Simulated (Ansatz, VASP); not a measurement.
# Two plane-wave programs on NbSi2

INCAR

```
  PREC = Accurate
  ENCUT = 520
  EDIFF = 1E-6
  ISMEAR = -1
  SIGMA = 0.1291
  LREAL = F
  LASPH = T
  NELM = 100
  ALGO = Fast
  ISIF = 2
  LWAVE = F
  LCHARG = F
  GGA = PE
  NBANDS = 42
```

The input KPOINTS:

```
regular mesh
0
Gamma
  4 4 3
```

The input POSCAR:

```
NbSi2
1.0
    4.7786817100      0.0000000000      0.0000000000
   -2.3893408500      4.1384639500      0.0000000000
    0.0000000000      0.0000000000      6.5679461300
Si Nb
6 3
Direct
    0.1670000000      0.3340000000      0.0000000000
    0.8330000000      0.1670000000      0.6666700000
    0.6660000000      0.8330000000      0.3333300000
    0.8330000000      0.6660000000      0.0000000000
    0.1670000000      0.8330000000      0.6666700000
    0.3340000000      0.1670000000      0.3333300000
    0.5000000000      0.0000000000      0.0000000000
    0.5000000000      0.5000000000      0.6666700000
    0.0000000000      0.5000000000      0.3333300000
```

Input for Ansatz:

```yaml
crystal:
  lattice:
    - [4.77868171, 0.0, 0.0]
    - [-2.38934085, 4.13846395, 0.0]
    - [0.0, 0.0, 6.56794613]
  atoms:
    - { symbol: Si, position: [0.167, 0.334, 0.0] }
    - { symbol: Si, position: [0.833, 0.167, 0.66667] }
    - { symbol: Si, position: [0.666, 0.833, 0.33333] }
    - { symbol: Si, position: [0.833, 0.666, 0.0] }
    - { symbol: Si, position: [0.167, 0.833, 0.66667] }
    - { symbol: Si, position: [0.334, 0.167, 0.33333] }
    - { symbol: Nb, position: [0.5, 0.0, 0.0] }
    - { symbol: Nb, position: [0.5, 0.5, 0.66667] }
    - { symbol: Nb, position: [0.0, 0.5, 0.33333] }
  symmetry: { tolerance: 0.0003 }
kpoints:
  mp_grid: { grid: [4, 4, 3], shift: [0, 0, 0] }
magnetization:
  spin_polarized: false
scf:
  occupations: { method: fermi_dirac, width: 0.1291 }
hamiltonian:
  pseudopotentials: { kind: paw }
  xc: pbe
basis:
  ecutwfc: 420
output:
  forces: true
  stress: true
  eigenvalues: true
  write_density: true
  write_potential: true
  elf: true
  volumetric_format: npy
```

Alike in both runs: task single point; functional PBE; k mesh 4 × 4 × 3; occupations fermi-dirac, width 0.1291 eV; no spin polarisation.

```csv
,VASP,Ansatz
version,VASP 6.6.1,Ansatz 0.2.0
potentials or method,"VASP PAW PBE potentials, release 64 (Si, Nb_sv)",PAW plane waves
plane-wave cutoff (eV),520,420
valence electrons in the cell,63,63
```

Ansatz gave:

```
gap on the k mesh at the Fermi level (eV)       : none
pressure (GPa)                                  : 4.4
largest component of the traceless stress (GPa) : 2.23
rms of the force components (eV/Å)              : 0.339
```

**Question.** Estimate VASP's values.

**Answer.** gap on the k mesh at the Fermi level (eV): none; pressure (GPa): 4.1; largest component of the traceless stress (GPa): 2.20; rms of the force components (eV/Å): 0.338.

Atom by atom the forces differ by 0.001 eV/Å (rms over components). A gap of «none» marks a metal or a gap that the smearing closes. Ansatz warned: «structure_snapped_to_symmetry».

Caveats: the k mesh is coarse (spacing up to 0.38 Å⁻¹), so the values aren't converged.
